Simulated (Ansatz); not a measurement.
# SiO2: ¹⁷O NMR of the central transition

Cell: a structure deposited in the COD whose atoms were relaxed with PBE, the cell held.

Space group P4_12_12 (No. 92); a = 4.9860, c = 6.9770 Å.

| site | Wyckoff | site symmetry | x | y | z |
| --- | --- | --- | --- | --- | --- |
| Si | 4a | ..2 | 0.3032 | 0.3032 | 0.0000 |
| O | 8b | 1 | 0.2376 | 0.1127 | 0.1831 |

One atom of each set is listed.

All values are calculated (Ansatz; DFT, r2SCAN, plane waves and PAW (field gradients read without the response of the frozen cores, which leaves them typically 4 to 6 % off), scalar-relativistic, 500 eV cutoff, Γ-centred 5×5×4 k-points, Fermi–Dirac smearing 0.02 eV), not measured.

¹⁷O has I = 5/2 and Q = -25.58 mb (Pyykkö 2018); at 23.5 T its Larmor frequency is ν₀ = 135.7 MHz. Only the quadrupole interaction is simulated: positions count from each site's isotropic chemical shift, and J coupling is left out, as are shift anisotropy and dipolar coupling, which fast spinning averages.

Task: Give C_Q, η, the quadrupolar product P_Q = |C_Q|(1 + η²/3)^½, the second-order isotropic shift and the breadth of the pattern (fast magic-angle spinning) for each O site.

Result: 

```json
{"site": "O", "first shell": "2 Si at 1.62–1.63 Å, angle 144°", "C_Q (MHz)": "-6.02", "η": "0.18", "P_Q (MHz)": "6.06", "δ_QIS (ppm)": "-11.9", "breadth (kHz)": "3.65"}
```

δ_QIS = −(ν_Q²/30ν₀²)[I(I+1) − 3/4](1 + η²/3) × 10⁶ ppm with ν_Q = 3|C_Q|/[2I(2I−1)]; it falls as 1/B₀² in ppm, and the breadth as 1/B₀ in kHz.

At O V_zz runs parallel to the line that joins its two neighbours (within 1°).

The largest force is 0.3 eV/Å, so the atoms aren't at the calculated equilibrium and relaxing them would move these values.
